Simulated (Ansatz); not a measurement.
Input, command and steps of an Ansatz relaxation.

```yaml
crystal:
  lattice:
    - [0.0, 2.3885, 2.3885]
    - [2.3885, 0.0, 2.3885]
    - [2.3885, 2.3885, 0.0]
  atoms:
    - { symbol: B, position: [0.0, 0.0, 0.0] }
    - { symbol: As, position: [0.25, 0.25, 0.25] }
basis:
  ecutwfc: 420
kpoints:
  mp_grid: { grid: [10, 10, 10] }
hamiltonian:
  xc: pbe
scf:
  occupations: { method: gaussian, width: 0.02 }
output:
  forces: true
  stress: true
  eigenvalues: true
relax:
  adjacent_minimum: "off"
  f_tol: 0.005
  max_steps: 80
  cell: { stress_tol: 0.05 }
```

```bash
ansatz run input.yaml --threads 1 --pin off --max-ram 2560MiB --backend cpu --events-out ev --progress --plain --runs-dir out
```

Theory: Ansatz 0.2.0, DFT PBE, scalar-relativistic, plane waves, PAW.

Of 4 frames 4 are shown, positions in Å and forces in eV/Å; the SCF threshold varies from step to step. Steps run on the plane waves of an earlier cell, with a Pulay correction in the pressure. The basis is chosen afresh for the last frame, the zero of the energies, and at times for earlier ones too; energy and pressure step there, also at an unchanged geometry.

```xyz
2
Lattice="0.0000 2.3885 2.3885 2.3885 0.0000 2.3885 2.3885 2.3885 0.0000" Properties=species:S:1:pos:R:3:forces:R:3 pbc="T T T" step=1 free_energy_over_end_meV_per_atom=2.36 pressure_GPa=2.77
B     0.0000    0.0000    0.0000    0.0000    0.0000    0.0000
As    1.1943    1.1943    1.1943    0.0000    0.0000    0.0000
2
Lattice="0.0000 2.4001 2.4001 2.4001 0.0000 2.4001 2.4001 2.4001 0.0000" Properties=species:S:1:pos:R:3:forces:R:3 pbc="T T T" step=2 free_energy_over_end_meV_per_atom=0.31 pressure_GPa=0.75
B     0.0000    0.0000    0.0000    0.0000    0.0000    0.0000
As    1.2000    1.2000    1.2000    0.0000    0.0000    0.0000
2
Lattice="0.0000 2.4044 2.4044 2.4044 0.0000 2.4044 2.4044 2.4044 0.0000" Properties=species:S:1:pos:R:3:forces:R:3 pbc="T T T" step=3 free_energy_over_end_meV_per_atom=0.18 pressure_GPa=0.02
B     0.0000    0.0000    0.0000    0.0000    0.0000    0.0000
As    1.2022    1.2022    1.2022    0.0000    0.0000    0.0000
2
Lattice="0.0000 2.4044 2.4044 2.4044 0.0000 2.4044 2.4044 2.4044 0.0000" Properties=species:S:1:pos:R:3:forces:R:3 pbc="T T T" step=4 free_energy_over_end_meV_per_atom=0.00 pressure_GPa=0.04
B     0.0000    0.0000    0.0000    0.0000    0.0000    0.0000
As    1.2022    1.2022    1.2022    0.0000    0.0000    0.0000
```

The run took 8.4 s on 1 thread of Arm Neoverse V1, on a shared host, peak memory 0.3 GiB.